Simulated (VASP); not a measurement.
Here is a VASP 6.6.1 calculation.

The input INCAR:

```
SYSTEM = BeTe
PREC     = Accurate       ! precision mode
ENCUT    = 600            ! plane-wave cutoff, eV
EDIFF    = 1E-7           ! SCF threshold, eV
ISMEAR   = 0              ! smearing method
SIGMA    = 0.03           ! smearing width, eV
LREAL    = .FALSE.        ! projectors in reciprocal space
LASPH    = .TRUE.         ! aspherical terms in the spheres
NELM     = 80             ! most SCF steps
ALGO     = Normal         ! electronic algorithm
ISIF     = 2              ! what is computed and relaxed
LWAVE    = .FALSE.        ! write WAVECAR
LCHARG   = .FALSE.        ! write CHGCAR
METAGGA  = R2SCAN         ! meta-GGA
LMIXTAU  = .TRUE.       
IBRION   = 2              ! ionic algorithm
NSW      = 40             ! ionic steps
EDIFFG   = -0.01          ! ionic threshold
```

Contents of KPOINTS:

```
Automatic mesh
0
G
  8 8 8
  0 0 0
```

File POSCAR:

```
BeTe                                    
1.0
    0.0000000000      2.7928210357      2.7928210357
    2.7928210357      0.0000000000      2.7928210357
    2.7928210357      2.7928210357      0.0000000000
  Be              Te            
     1     1
Direct
     0.0000000000000000    0.0000000000000000    0.0000000000000000
     0.2500000000000000    0.2500000000000000    0.2500000000000000
```

Potentials or basis: VASP PAW PBE potentials, release 64 (Be, Te).

The run is started by

```console
$ cat potpaw_PBE.64/Be/POTCAR potpaw_PBE.64/Te/POTCAR > POTCAR
$ mpirun -np 1 vasp_std > vasp.out
```

Task: What does it give for the band gap on the k mesh?

Result: 2.27 eV, indirect (least direct gap 3.99 eV).

Final structure:
```cif
data_structure
_symmetry_space_group_name_H-M 'P 1'
_symmetry_Int_Tables_number 1
_cell_length_a 3.9496
_cell_length_b 3.9496
_cell_length_c 3.9496
_cell_angle_alpha 60.000
_cell_angle_beta 60.000
_cell_angle_gamma 60.000
_cell_volume 43.57
loop_
_atom_site_label
_atom_site_type_symbol
_atom_site_fract_x
_atom_site_fract_y
_atom_site_fract_z
_atom_site_occupancy
Be1 Be 0.00000 0.00000 0.00000 1
Te1 Te 0.25000 0.25000 0.25000 1
```

Caveat: the relaxation stopped at its first step, so nothing moved; spin-orbit coupling is left out, which moves the levels of the heavy elements. A k mesh can miss the band edges.
